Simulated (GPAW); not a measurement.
MnO:

```
Mn O
1.0
     0.00000    2.43651    2.43651
     2.43651    0.00000    2.43651
     2.43651    2.43651    0.00000
Mn O
1 1
Direct
  0.00000 0.00000 0.00000
  0.25000 0.25000 0.25000
```

Measurements of this composition are mostly on another form, of space group No. 225.

Base run:

```yaml
Program: GPAW 26.7.0
Functional: PBE
Potentials_or_basis: GPAW PAW data sets (gpaw-data 1.2.1)
Cutoff: 800 eV
Basis: pw
k_mesh: 7 × 7 × 7
Occupations: gaussian, width 0.05 eV
Spin: collinear spin, ferromagnetic start
Starting_moments: "[4.0, 0.0] μB"
Hubbard_terms: Mn d U = 7 eV
```

Its results: pressure 3.0 GPa; site moments Mn +4.60; O +0.05 μB.

Q: The run is repeated on the same cell with these changes: moments at the start from [4.0, 0.0] to [2.0, 0.0]; fixed moment from none to 2 μB. What comes out?

A: Pressure -18.7 GPa; site moments Mn +2.51; O -0.25 μB.

Caveats: a cell with one magnetic atom can't hold antiferromagnetic order, which such compounds often take; the total moment is fixed, so each spin has its own Fermi level (some runs).
